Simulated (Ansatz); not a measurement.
NiO:

```
Ni O
1.0
     0.00000    2.08590    2.08590
     2.08590    0.00000    2.08590
     2.08590    2.08590    0.00000
Ni O
1 1
Direct
  0.00000 0.00000 0.00000
  0.50000 0.50000 0.50000
```

Base run:

| Quantity | Value |
| --- | --- |
| Program | Ansatz 0.2.0 |
| Functional | PBE |
| Potentials or basis | Ansatz PAW |
| Cutoff | 300 eV |
| Density cutoff | 1200 eV |
| k mesh | 11 × 11 × 11 |
| Occupations | fermi-dirac, width 0.05 eV |
| Spin | collinear spin, ferromagnetic start |
| Starting moments | [1.0, 0.0] μB |

Its results: band gap on the k mesh none (metal or under the smearing width); pressure 6.3 GPa; net moment 1.73 μB per cell; site moments Ni +1.40; O +0.28 μB.

Problem. The run is repeated on the same cell with these changes: functional from PBE to PBEsol; cutoff from 300 eV to 420 eV (not typed: the program's choice for these potentials); hubbard terms from none to Ni d U = 4 eV; hubbard projectors from none to ortho-atomic (the default). What comes out?

Solution. Band gap on the k mesh 1.03 eV, indirect (least direct gap 1.83 eV); pressure 2.2 GPa; net moment 2.00 μB per cell; site moments Ni +1.66; O +0.27 μB.

Several settings changed at once, so the effect can't be laid on one alone.

Caveats: a cell with one magnetic atom can't hold antiferromagnetic order, which such compounds often take; the pressure holds a Pulay correction of +47.6 GPa for the finite cutoff (some runs); semilocal functionals often make such compounds metallic where correlation or magnetic order opens a gap, which also shifts bond lengths (some runs); the cutoff lies under the one recommended for these potentials (some runs); the magnetic or orbital state may not be the lowest (some runs); the PAW data sets come from PBE, with cores solved anew for the run's functional, which leaves a small shift of forces and pressure (some runs).

A k mesh can miss the band edges.
